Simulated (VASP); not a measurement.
# Se in VASP: notebook, part 2 of 2

VASP 6.6.1. The steps go on from the part before.

## (3) Relaxation of cell and atoms, PBE, target pressure 148 GPa, at which the enthalpy is minimised

This run uses another cell than the first one, of 11.54 Å³/atom, 1.019 times its volume.

INCAR reads:

```
ALGO = Normal
EDIFF = 1E-7
EDIFFG = -0.002
ENCUT = 520
GGA = PE
IBRION = 2
ISIF = 3
ISMEAR = 0
LASPH = T
LCHARG = F
LREAL = F
LWAVE = F
NELM = 100
NSW = 80
PREC = Accurate
PSTRESS = 1480.0
SIGMA = 1.0
```

KPOINTS reads:

```
k-points
0
Gamma
  15 15 15
```

POSCAR reads:

```
Se                                      
1.0
    2.0129006768      1.1621487843      0.8219177026
   -2.0129006768      1.1621487843      0.8219177026
    0.0000000000     -2.3242975686      0.8219177026
  Se            
     1
Direct
     0.0000000000000000    0.0000000000000000    0.0000000000000000
```

Potentials or basis: VASP PAW PBE potentials, release 64 (Se).

Started as:

```sh
> cat potpaw_PBE.64/Se/POTCAR > POTCAR
> mpirun -np 1 vasp_std > vasp.out
```

OUTCAR:

```text
EDIFF = 1E-7
   EDIFFG = -0.002
   ENCUT = 520
   GGA = PE
   IBRION = 2
   ISIF = 3
   ISMEAR = 0
   LASPH = T
   LREAL = F
   NELM = 100
   NSW = 80
   PREC = Accurate
   PSTRESS = 1480.0

 ion  position               nearest neighbor table
   1  0.000  0.000  0.000-

  LATTYP: Found a trigonal (rhomboedric) cell.
 ALAT       =     2.4653412829
 COS(alpha) =    -0.3332776257

  Lattice vectors:

 A1 = (   2.0129006768,   1.1621487843,   0.8219177026)
 A2 = (  -2.0129006768,   1.1621487843,   0.8219177026)
 A3 = (   0.0000000000,  -2.3242975686,   0.8219177026)

Analysis of symmetry for initial positions (statically):
=====================================================================
 Subroutine PRICEL returns:
 Original cell was already a primitive cell.

 Routine SETGRP: Setting up the symmetry group for a
 trigonal (rhombohedral) supercell.

 Subroutine GETGRP returns: Found 12 space group operations
 (whereof 12 operations were pure point group operations)
 out of a pool of 12 trial point group operations.

The static configuration has the point symmetry D_3d.

Analysis of symmetry for dynamics (positions and initial velocities):
=====================================================================
 Subroutine PRICEL returns:
 Original cell was already a primitive cell.

 Routine SETGRP: Setting up the symmetry group for a
 trigonal (rhombohedral) supercell.

 Subroutine GETGRP returns: Found 12 space group operations
 (whereof 12 operations were pure point group operations)
 out of a pool of 12 trial point group operations.

The dynamic configuration has the point symmetry D_3d.

 Subroutine INISYM returns: Found 12 space group operations
 (whereof 12 operations are pure point group operations),
 and found     1 'primitive' translations

----------------------------------------------------------------------------------------

[... 109 lines left out ...]
     AMIX     =   0.40;   BMIX     =  1.00
     AMIX_MAG =   1.60;   BMIX_MAG =  1.00
  volume/ion in A,a.u.               =      11.54        77.85
  Fermi-wavevector in a.u.,A,eV,Ry     =   1.316550  2.487919 23.583032  1.733304
  Thomas-Fermi vector in A             =   2.446654
   LORBIT       =      0    0 simple, 1 ext, 2 COOP (PROOUT), +10 PAW based schemes
   GGA     = PE    functional components
   LHFCALC =     F    Hartree Fock is set to
   AEXX    =    0.0000 exact exchange contribution
   IVDW    =     0    specifies the selected vdW correction
   LEPSILON=     F    determine dielectric tensor
   LRPA    =     F    only Hartree local field effects (RPA)
 conjugate gradient relaxation of ions
 non-spin polarized calculation
 Gauss-broadening in eV      SIGMA  =   1.00
  energy-cutoff  :      520.00
  volume of cell :       11.54
 maximum number of plane-waves:       321
   NGX =  9   NGY =  9   NGZ =  9

 number of electron       5.9999998 magnetization

 Free energy of the ion-electron system (eV)
  ---------------------------------------------------
  ext. energy  EPLUGINS =         0.00000000
  ---------------------------------------------------
  free energy    TOTEN  =        -0.59446909 eV

  energy without entropy =       -0.40204576  energy(sigma->0) =       -0.49825742

 E-fermi :  14.5546     XC(G=0): -13.3561

 val. band max:       14.5452861865   @ k =  -0.2000   0.4667   0.2000
 cond. band min:      14.5990649809   @ k =  -0.1333   0.2000   0.1333
 fundamental gap:      0.0537787944
 Fermi energy:        14.5545826740

 k-point     1 :       0.0000    0.0000    0.0000
  band No.  band energies     occupation
      1      -8.7950      2.00000
      2      21.7063      0.00000
      3      21.7117      0.00000
      4      21.7117      0.00000
      5      28.4224      0.00000
      6      28.4224      0.00000
      7      28.4259      0.00000
[... 221 lines left out ...]
 k-point    24 :       0.2000    0.1333    0.0000
  band No.  band energies     occupation
      1      -5.7115      2.00000
      2      11.0118      2.00000
      3      14.1030      1.47696
      4      18.1785      0.00000
      5      24.9775      0.00000
      6      26.7830      0.00000
      7      30.4732      0.00000

 [... further k-points ...]
[... 5 lines left out ...]
  --------------------------------------------------------------------------------------
  -------------------------------------------------------------------------------------
  Total       10.6574980     10.6574986     10.6549072      0.0000000     -0.0000000     -0.0000000
  in kB     1480.1378934   1480.1379869   1479.7780785      0.0000000     -0.0000000     -0.0000000
  external PRESSURE =       0.0179863 kB  Pullay stress =    1480.0000000 kB

 VOLUME and BASIS-vectors are now :
 -----------------------------------------------------------------------------
  energy-cutoff  :      520.00
  volume of cell :       11.54
      direct lattice vectors                 reciprocal lattice vectors
     2.012900677  1.162148784  0.821917703     0.248397750  0.143412504  0.405555608
    -2.012900677  1.162148784  0.821917703    -0.248397750  0.143412504  0.405555608
     0.000000000 -2.324297569  0.821917703     0.000000000 -0.286825007  0.405555608

 POSITION                                       TOTAL-FORCE (eV/Angst)
 -----------------------------------------------------------------------------------
      0.00000      0.00000      0.00000         0.000000      0.000000     -0.000000
 -----------------------------------------------------------------------------------
    total drift:                               -0.000000      0.000000      0.000000

  FREE ENERGIE OF THE ION-ELECTRON SYSTEM (eV)
  ---------------------------------------------------
  free  energy   TOTEN  =        -0.5944690895 eV

  energy  without entropy=       -0.4020457578  energy(sigma->0) =       -0.49825742

  enthalpy is  TOTEN    =        10.0620359820 eV   P V=       10.6565050715

 reached required accuracy - stopping structural energy minimisation
```

OSZICAR:

```text
N       E                     dE             d eps       ncg     rms          rms(c)
DAV:   1     0.115688848091E+02    0.11569E+02   -0.34875E+03  4942   0.792E+02
DAV:   2    -0.507596146204E+00   -0.12076E+02   -0.11513E+02  6923   0.864E+01
DAV:   3    -0.613444237888E+00   -0.10585E+00   -0.10485E+00  5586   0.888E+00
DAV:   4    -0.613494603094E+00   -0.50365E-04   -0.50363E-04  7651   0.191E-01
DAV:   5    -0.613494608820E+00   -0.57260E-08   -0.71493E-08  5705   0.121E-03    0.101E+01
DAV:   6    -0.600818655408E+00    0.12676E-01   -0.18270E-03  5992   0.378E-01    0.612E+00
DAV:   7    -0.594504457591E+00    0.63142E-02   -0.32462E-03  5803   0.544E-01    0.692E-02
DAV:   8    -0.594470399355E+00    0.34058E-04   -0.49083E-05  6055   0.534E-02    0.158E-02
DAV:   9    -0.594469277512E+00    0.11218E-05   -0.46278E-06  6811   0.169E-02    0.385E-03
DAV:  10    -0.594469146230E+00    0.13128E-06   -0.10271E-07  5509   0.367E-03    0.806E-04
DAV:  11    -0.594469089478E+00    0.56751E-07   -0.47816E-09  3136   0.581E-04
   1 F= 0.10062036E+02 E0= 0.10158248E+02  d E =0.100620E+02
```

CONTCAR:

```text
Se
   1.00000000000000
     2.0129006768000002    1.1621487843000000    0.8219177026000000
    -2.0129006768000002    1.1621487843000000    0.8219177026000000
     0.0000000000000000   -2.3242975686000000    0.8219177026000000
  Se
     1
Direct
     0.0000000000000000    0.0000000000000000    0.0000000000000000

  0.00000000E+00  0.00000000E+00  0.00000000E+00
```

Wall time 21 s (1 thread of Intel Xeon Platinum 8259CL at 2.50GHz (Skylake/Cascade Lake), shared host); peak memory 0.14 GiB.

Results:

| Quantity | Value |
| --- | --- |
| Free energy | -0.5945 eV |
| Pressure after relaxing | 148.0 GPa |
| Band gap on the k mesh | none (metal or under the smearing width) |

Final structure:
```yaml
crystal:
  lattice:
    - [2.01290, 1.16215, 0.82192]
    - [-2.01290, 1.16215, 0.82192]
    - [0.00000, -2.32430, 0.82192]
  atoms:
    - { symbol: Se, position: [0.00000, 0.00000, 0.00000] }
```

Caveat: the relaxation stopped at its first step, so nothing moved; the cell is relaxed towards a set pressure, so the enthalpy falls and the energy may rise.
